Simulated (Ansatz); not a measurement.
# A vibration from a frozen displacement in BN

All numbers below come from DFT PBE, scalar-relativistic, plane waves, PAW (Ansatz 0.2.0). Cutoff 520 eV, Γ-centred 12×12×6 k-points, Gaussian smearing of 0.05 eV. No spin polarisation. Energies are free energies at this smearing, counted from the undisturbed cell; pressure is positive in compression.

Zero of the scan (as given, not relaxed at this level; it stands at 0.0 GPa; this wurtzite form isn't the usual structure):

```yaml
crystal:
  lattice:
    - [2.55394, 0.00000, 0.00000]
    - [-1.27697, 2.21178, 0.00000]
    - [0.00000, 0.00000, 4.22685]
  atoms:
    - { symbol: B, position: [0.66667, 0.33333, 0.99972] }
    - { symbol: B, position: [0.33333, 0.66667, 0.49972] }
    - { symbol: N, position: [0.66667, 0.33333, 0.62528] }
    - { symbol: N, position: [0.33333, 0.66667, 0.12528] }
```

Every B atom is moved by x along the Cartesian unit vector (0.707, 0.707, 0.000); the cell and all other atoms stay fixed. The cell's volume is 23.88 Å³; the moved atoms weigh 21.620 u together and the others 28.014 u. Some rows repeat others by symmetry and weren't run.

| x (Å) | ΔE (meV/cell) | total force on the moved atoms along the move (eV/Å) | pressure (GPa) |
| --- | --- | --- | --- |
| -0.1000 | 242.37 | 4.8382 | 2.9074 |
| -0.0875 | 185.64 | 4.2370 | 2.2196 |
| -0.0750 | 136.45 | 3.6346 | 1.6245 |
| -0.0625 | 94.79 | 3.0307 | 1.1216 |
| -0.0500 | 60.68 | 2.4259 | 0.7107 |
| -0.0375 | 34.14 | 1.8204 | 0.3914 |
| -0.0250 | 15.18 | 1.2139 | 0.1635 |
| -0.0125 | 3.79 | 0.6070 | 0.0269 |
| 0.0000 | 0.00 | 0.0000 | -0.0187 |
| 0.0125 | 3.79 | -0.6070 | 0.0269 |
| 0.0250 | 15.18 | -1.2139 | 0.1635 |
| 0.0375 | 34.14 | -1.8204 | 0.3914 |
| 0.0500 | 60.68 | -2.4259 | 0.7107 |
| 0.0625 | 94.79 | -3.0307 | 1.1216 |
| 0.0750 | 136.45 | -3.6346 | 1.6245 |
| 0.0875 | 185.64 | -4.2370 | 2.2196 |
| 0.1000 | 242.37 | -4.8382 | 2.9074 |

**Question.** What frequency belongs to this motion?

**Answer.** The force constant is k = −dF/dx = 48.558 eV/Å², from the parabola through x = -0.0125, 0 and 0.0125. In every cell the moved atoms swing against the rest, so the mass is μ = m₁m₂/(m₁ + m₂) = 12.203 u, and ν̃ = 521.5 cm⁻¹ × √(|k|/μ) = 1040 cm⁻¹. To first order in x, and within 1 %, the force on every atom lies along the move and, within each of the two groups, in proportion to the atom's mass, so this is itself a mode at the zone centre of this cell, taken without macroscopic field (the transverse frequency in a polar insulator).

**Question.** How far does the harmonic law reach?

**Answer.** At x = -0.100 Å, kx²/2 = 242.79 meV against the computed 242.37 meV (-0.2 %): the well is still close to harmonic there.

**Question.** The pressure changes with x². What does that say about the frequency under compression?

**Answer.** With E = k(V)x²/2, k ∝ V^(−2γ) and x scaling with the cell as V^(1/3), P − P0 = −∂E/∂V = (2γ − 2/3) ΔE/V. At x = 0.0250 Å, V(P − P0) = 23.88 × 0.18219 / 160.2 eV = 27.15 meV and ΔE = 15.18 meV, so γ = 1/3 + V(P − P0)/(2ΔE) = 1.23. This is the Grüneisen parameter of the motion under uniform scaling of the cell: shrinking the cell evenly by 1 % in volume raises the frequency by about 1.23 %.

Cost: 9 runs of about 2.1 core-minutes in all, on Intel Xeon Processor @ 2.70GHz (shared hosts).